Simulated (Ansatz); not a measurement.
**GaN under changes of volume**

One of the cells (11.564 Å³/atom); the others are scaled copies at fixed shape and fractional positions:

```
Ga N
1.0
     3.21154    0.00000    0.00000
    -1.60577    2.78127    0.00000
     0.00000    0.00000   10.35684
Ga N
4 4
Direct
  0.00000 0.00000 0.78587
  0.66667 0.33333 0.03735
  0.33333 0.66667 0.53735
  0.00000 0.00000 0.28587
  0.00000 0.00000 0.09304
  0.66667 0.33333 0.34375
  0.00000 0.00000 0.59304
  0.33333 0.66667 0.84374
```

The cell is a database's computed one.

```yaml
Program: Ansatz 0.2.0
Functional: PBEsol
Potentials_or_basis: Ansatz PAW
Cutoff: "420 eV (not typed: the program's choice for these potentials)"
k_mesh: 10 × 10 × 3
Occupations: fermi-dirac, width 0.05 eV
Spin: no spin polarisation
```

```csv
volume (Å³/atom),energy over the lowest point (meV/atom),pressure (GPa),gap on the mesh (eV),largest force (eV/Å)
10.870,4.48,5.3,1.24,0.664
11.101,0.00,1.1,1.08,0.512
11.332,1.24,-2.7,0.92,0.372
11.564,?,?,?,?
11.795,18.57,-9.1,0.64,0.226
12.026,33.59,-11.7,0.50,0.240
12.257,52.27,-14.1,0.38,0.279
```

**Question.** What does the run at 11.564 Å³/atom give?

**Answer.** Energy over the lowest point 7.60 meV/atom; pressure -6.1 GPa; gap on the mesh 0.78 eV; largest force 0.243 eV/Å.

Worked out: A Birch-Murnaghan fit of order 3 (a polynomial in V^(-2/3)) to the other rows has its minimum at 11.16 Å³/atom with B0 = V·E''(V) = 186 GPa and B' = 4.4 at fixed shape and positions, which overstates the stiffness. It gives 7.63 meV/atom at 11.564 Å³/atom, against the run's 7.60, and -dE/dV = -6.1 GPa, against -6.1. A straight line through the other rows of the gap, of slope -7.18 eV per unit of ln V (its deformation potential), gives 0.79 eV, against the run's 0.78.

Energies are extrapolated to zero smearing.

Caveats: odd divisions of the mesh miss points on the zone boundary, where band edges often lie, so the gap on the mesh can be too wide; the PAW data sets come from PBE, with cores solved anew for the run's functional, which leaves a small shift of forces and pressure.

Spin-orbit coupling on Ga is left out.
